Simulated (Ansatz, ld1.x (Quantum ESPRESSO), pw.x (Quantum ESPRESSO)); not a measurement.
# Equation-of-state test of one TM potential (strontium (Sr))

- Element: Sr
- Generator: ld1.x (Quantum ESPRESSO) 7.5
- Type: norm-conserving Troullier–Martins (Kleinman–Bylander form)
- Functional: PBE
- Relativity: scalar-relativistic
- Frozen core: [Kr]
- Valence charge: 2
- Reference configuration: 4d0 5s2 5p0
- Partial waves: 5p (bound, empty): rc 3.65 bohr; 4d (bound, empty): rc 2.90 bohr; 5s (bound): rc 3.85 bohr
- Local potential: the s channel
- Core correction: Bessel-smoothed model core, default radius (core density twice the valence density)

Crystal test: sc Sr in pw.x 7.5, no spin, 9³ k-points, Fermi–Dirac smearing 0.01 Ry, cutoffs 50/200 Ry. The reference is all-electron LAPW (Ansatz 0.2.0) with the same functional, mesh and smearing; V0 and B0 come from Birch–Murnaghan fits to the pressures at five volumes. Errors are pseudo minus all-electron; Δ is the rms difference of the E(V) curves that follow from these fits, minima aligned, over ±6 % about the mean V0. Mesh and smearing are coarse, so the numbers serve the comparison and aren't converged zero-temperature values; the lattice is a test structure that the element need not adopt.

All-electron: a0 = 3.874 Å (V0 = 58.16 Å³/atom), B0 = 6.7 GPa.

Question: How far does the potential miss the all-electron equation of state?

Answer: mean pressure error (GPa): +0.07; a0 (Å): 3.886; a0 error (%): +0.31; B0 error (%): +3.5; Δ (meV/atom): 0.8. The largest radius (3.85 bohr) exceeds half the bond length (3.67 bohr), so the spheres overlap, which is one possible source of error among others.

| V (Å³/atom) | P all-electron (GPa) | P pseudo (GPa) |
| --- | --- | --- |
| 55.460 | 0.34 | 0.43 |
| 56.920 | 0.15 | 0.23 |
| 58.379 | -0.03 | 0.04 |
| 59.838 | -0.18 | -0.13 |
| 61.298 | -0.33 | -0.28 |

Question: At the middle volume, how do free energy and pressure move when the wave cutoff is lowered (ecutrho kept at four times it)?

Answer:

| cutoff (Ry) | shift of F (meV/atom) | shift of P (GPa) |
| --- | --- | --- |
| 22 | +0.5 | -0.01 |
| 30 | +0.2 | -0.00 |
| 40 | +0.0 | +0.00 |

The run at the middle volume (35 k-points, 7 iterations) took about 5.8 s on one core of a shared host (Neoverse-V2, 192 threads, 742 GiB, load 50).
